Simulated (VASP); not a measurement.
Here is a VASP 6.6.1 calculation.

INCAR

```
PREC     = Accurate       # precision mode
ENCUT    = 600            # plane-wave cutoff, eV
EDIFF    = 1E-7           # SCF threshold, eV
ISMEAR   = 0              # smearing method
SIGMA    = 0.03           # smearing width, eV
LREAL    = F              # projectors in reciprocal space
LASPH    = T              # aspherical terms in the spheres
NELM     = 80             # most SCF steps
ALGO     = Normal         # electronic algorithm
ISIF     = 2              # what is computed and relaxed
LWAVE    = F              # write WAVECAR
LCHARG   = F              # write CHGCAR
GGA      = PS             # functional
IBRION   = 2              # ionic algorithm
NSW      = 40             # ionic steps
EDIFFG   = -0.01          # ionic threshold
```

Contents of KPOINTS:

```
regular mesh
0
Gamma
  8 8 8
```

The input POSCAR:

```
CdTe                                    
1.0
    0.0000000000      3.2477981882      3.2477981882
    3.2477981882      0.0000000000      3.2477981882
    3.2477981882      3.2477981882      0.0000000000
  Cd              Te            
     1     1
Direct
     0.0000000000000000    0.0000000000000000    0.0000000000000000
     0.2500000000000000    0.2500000000000000    0.2500000000000000
```

Potentials or basis: VASP PAW PBE potentials, release 64 (Cd, Te).

Run with:

```console
$ cat potpaw_PBE.64/Cd/POTCAR potpaw_PBE.64/Te/POTCAR > POTCAR
$ mpirun -np 1 vasp_std > vasp.out
```

Q: Predict the band gap on the k mesh.

A: 0.64 eV, direct.

Final structure:
```
Cd Te
1.0
     0.00000    3.24780    3.24780
     3.24780    0.00000    3.24780
     3.24780    3.24780    0.00000
Cd Te
1 1
Direct
  0.00000 0.00000 0.00000
  0.25000 0.25000 0.25000
```

Caveat: the relaxation stopped at its first step, so nothing moved; spin-orbit coupling is left out, which moves the levels of the heavy elements.

**The experiment to reproduce.**

A printed reference work, data compilation reports, for a bulk crystal of CdTe at 0 K: band gap 1.607 eV.

Against the measured gap of CdTe, 1.607 eV (0 K; a printed reference work, data compilation), the calculated 0.64 eV is off by -0.96 eV. Spin-orbit coupling on Cd, Te is left out. The value is that of PBEsol, without temperature or zero-point motion. Semilocal functionals fall short of measured gaps as a rule.
